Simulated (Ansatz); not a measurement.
## FeO in Ansatz: the effect of fixed moment

The system is FeO.

```
Fe O
1.0
     1.51768    0.87623    2.51579
    -1.51768    0.87623    2.51579
     0.00000   -1.75247    2.51579
Fe O
1 1
Cartesian
  0.0000 0.0000 0.0000
  0.0000 0.0000 3.7737
```

Alike in all runs:

- Program: Ansatz 0.2.0
- Task: single point
- Functional: PBE
- Potentials or basis: Ansatz PAW
- Cutoff: 420 eV (not typed: the program's choice for these potentials)
- k mesh: 9 × 9 × 9
- Occupations: fermi-dirac, width 0.05 eV

| fixed moment | spin | starting moments | energy over the lowest run (meV/atom) | pressure (GPa) |
| --- | --- | --- | --- | --- |
| 0 | collinear spin, program default start | - | 698.1 | -26.0 |
| 0.8 | collinear spin, ferromagnetic start | [0.8, 0.0] μB | ? | ? |
| 1.5 | collinear spin, ferromagnetic start | [1.5, 0.0] μB | 500.1 | -18.4 |
| 2.2 | collinear spin, ferromagnetic start | [2.2, 0.0] μB | 351.0 | -17.8 |
| 3 | collinear spin, ferromagnetic start | [3.0, 0.0] μB | 152.7 | -11.3 |
| 3.8 | collinear spin, ferromagnetic start | [3.8, 0.0] μB | 0.0 | -3.2 |
| 4.5 | collinear spin, ferromagnetic start | [4.5, 0.0] μB | 390.1 | 10.8 |
| 6 | collinear spin, ferromagnetic start | [6.0, 0.0] μB | 2854.3 | 54.7 |

Task: What does the run with fixed moment 0.8 give?

Result: Energy over the lowest run 627.3 meV/atom; pressure -23.0 GPa.

Worked out: The energy over the lowest run follows no smooth curve through the other rows. A parabola through the other rows of the pressure, of slope -0.177 GPa per unit of fixed moment there, gives -25.0 GPa, against the run's -23.0.

Caveats: the total moment is fixed, so each spin has its own Fermi level; the thresholds are loose for stress; a cell with one magnetic atom can't hold antiferromagnetic order, which such compounds often take (some runs); a pressure of tens of GPa on the cell as given is suspect, and the run, the potentials or the cell itself is likely at fault (some runs).
